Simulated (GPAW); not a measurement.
## Sn in GPAW: convergence with convergence criteria

Input of the first run (convergence criteria density=0.001 energy=0.01 eigenstates=0.0001); the others differ in this setting and in those tied to it:

run.py

```python
from ase.dft.bandgap import bandgap
from ase.io import read, write
from ase.units import GPa
from gpaw import GPAW, PW

atoms = read('Sn.xyz')

calc = GPAW(mode=PW(600),
            xc='LDA',
            kpts={'size': (6, 6, 6), 'gamma': True},
            occupations={'name': 'fermi-dirac', 'width': 0.05},
            nbands=24,
            convergence={'density': 0.001, 'energy': 0.01, 'eigenstates': 0.0001},
            maxiter=100,
            txt='gpaw.txt')
atoms.calc = calc
energy = atoms.get_potential_energy()
forces = atoms.get_forces()
stress = atoms.get_stress()
calc.write('gs.gpw')
write('result.traj', atoms)
print(f'Energy: {energy:.6f} eV')
print('Forces (eV/A):')
print(forces.round(4))
print('Stress (GPa):', (stress / GPa).round(3))
print('Fermi level:', round(calc.get_fermi_level(), 4), 'eV')
print(f'Gap: {bandgap(calc)[0]:.4f} eV, direct: {bandgap(calc, direct=True)[0]:.4f} eV')
```

Sn.xyz

```xyz
2
Lattice="-2.9401404553 2.9401404553 1.5993019889 2.9401404553 -2.9401404553 1.5993019889 2.9401404553 2.9401404553 -1.5993019889" Properties=species:S:1:pos:R:3 pbc="T T T"
Sn     0.0000000000      0.0000000000      0.0000000000
Sn     0.0000000000      2.9401404553      0.7996509944
```

Potentials or basis: the program's PAW data sets (release 1.2.1) made for this functional, pw.

Command:

```console
$ OMP_NUM_THREADS=1 python run.py
```

Hardware: 1 thread of Arm Neoverse V1, on a shared host.

```csv
convergence criteria,"energy less the tightest run, at zero smearing (meV/atom)",SCF cycles,CPU time (s),peak memory (GiB)
density=0.001 energy=0.01 eigenstates=0.0001,0.00,6,21,0.17
default,0.00,7,27,0.17
density=1e-05 energy=1e-05,0.00,9,34,0.17
density=1e-05 forces=0.0001,0.00,10,35,0.17
density=1e-06 energy=1e-06 eigenstates=1e-10,0.00,11,40,0.17
```

Against the tightest run, the energy stays within 1 meV/atom from density=0.001 energy=0.01 eigenstates=0.0001 on. The tightest run that finished is the yardstick and may itself not be fully converged.

Caveat, for the tightest run too: the k mesh is coarse (spacing up to 0.37 Å⁻¹), so the values aren't converged.
